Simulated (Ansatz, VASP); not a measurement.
**One calculation of Co, two programs**

The input INCAR:

```
PREC = Accurate
ENCUT = 520
EDIFF = 1E-6
ISMEAR = -1
SIGMA = 0.05
LREAL = F
LASPH = T
NELM = 150
ALGO = Normal
ISIF = 2
LWAVE = F
LCHARG = F
ISPIN = 2
MAGMOM = 1.816
LORBIT = 11
LMAXMIX = 4
GGA = B5
ALDAX = 1.0
AGGAX = 1.0
AGGAC = 1.0
ALDAC = 0.0
NBANDS = 14
```

File KPOINTS:

```
regular mesh
0
Gamma
  17 17 17
```

The input POSCAR:

```
Co
1.0
   -1.4075277972      1.4075277972      1.4075277972
    1.4075277972     -1.4075277972      1.4075277972
    1.4075277972      1.4075277972     -1.4075277972
Co
1
Direct
    0.0000000000      0.0000000000      0.0000000000
```

Input for Ansatz:

```yaml
crystal:
  lattice:
    - [-1.4075277972, 1.4075277972, 1.4075277972]
    - [1.4075277972, -1.4075277972, 1.4075277972]
    - [1.4075277972, 1.4075277972, -1.4075277972]
  atoms:
    - { symbol: Co, position: [0.0, 0.0, 0.0], spin: 1.816 }
hamiltonian:
  xc: blyp
  pseudopotentials:
    kind: paw
    azcp:
      Co: "pseudopotentials/Co.paw.azcp"
basis:
  ecutwfc: 420
  fft_grid_basis: typed
kpoints:
  mp_grid: { grid: [17, 17, 17], shift: [0, 0, 0] }
magnetization:
  spin_polarized: true
scf:
  occupations: { method: fermi_dirac, width: 0.05 }
  lower_state_search: "off"
output:
  stress: true
  write_density: true
  write_potential: true
  elf: true
  volumetric_format: npy
```

Alike in both runs: task single point; functional BLYP; k mesh 17 × 17 × 17; occupations fermi-dirac, width 0.05 eV; collinear spin.

```csv
,VASP,Ansatz
version,VASP 6.6.1,Ansatz 0.2.0
potentials or method,"VASP PAW PBE potentials, release 64 (Co)","plane waves (420 eV) with PAW, scalar-relativistic"
plane-wave cutoff (eV),520,420
valence electrons in the cell,9,17
```

```csv
,VASP,Ansatz,Ansatz less VASP
pressure (GPa),7.7,8.0,+0.36
net moment per atom (μB),1.73,1.74,+0.009
size of the moment on the site where the two differ most (μB),1.74,1.80,+0.052
```

Site moments also hang on the region over which each program counts them. The two sets of potentials don't hold the same shells in valence.

Caveats: the PAW data sets were made with another functional, which shifts forces and pressure a little (VASP).
